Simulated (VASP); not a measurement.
Crystal: GaP.

```
Ga P
1.0
     0.00000    2.75254    2.75254
     2.75254    0.00000    2.75254
     2.75254    2.75254    0.00000
Ga P
1 1
Direct
  0.00000 0.00000 0.00000
  0.25000 0.25000 0.25000
```

* Program: VASP 6.6.1
* Task: relaxation of cell and atoms
* Functional: PBEsol
* Potentials or basis: VASP PAW PBE potentials, release 64 (Ga_d, P)
* Cutoff: 600 eV
* k mesh: 8 × 8 × 8
* Occupations: gaussian, width 0.02 eV
* Spin: no spin polarisation

At the start: pressure -2.9 GPa; volume 20.85 Å³/atom.

Task: Where does the relaxation end?

Result: Over 8 steps the energy falls by 7.2 meV/atom and the volume is 20.09 Å³/atom (-3.7 %); space group F-43m (No. 216, to 0.05 Å).

The path:
| step | energy change (eV) | largest force (eV/Å) | pressure (GPa) | volume (Å³) |
| --- | --- | --- | --- | --- |
| 1 | 0.0000 | 0.0000 | -2.93 | 41.71 |
| 2 | -0.0108 | 0.0000 | 1.62 | 39.45 |
| 3 | -0.0145 | 0.0000 | -0.05 | 40.18 |
| 4 | -0.0145 | 0.0000 | 0.10 | 40.15 |
| 5 | -0.0144 | 0.0000 | -0.09 | 40.22 |
| 6 | -0.0145 | 0.0000 | 0.04 | 40.18 |
| 7 | -0.0145 | 0.0000 | -0.06 | 40.19 |
| 8 | -0.0145 | 0.0000 | 0.02 | 40.18 |

Final structure:
```
Ga P
1.0
     0.00000    2.71850    2.71850
     2.71850    0.00000    2.71850
     2.71850    2.71850    0.00000
Ga P
1 1
Direct
  0.00000 0.00000 0.00000
  0.25000 0.25000 0.25000
```

Caveat: the PAW data sets were made with another functional, which shifts forces and pressure a little.
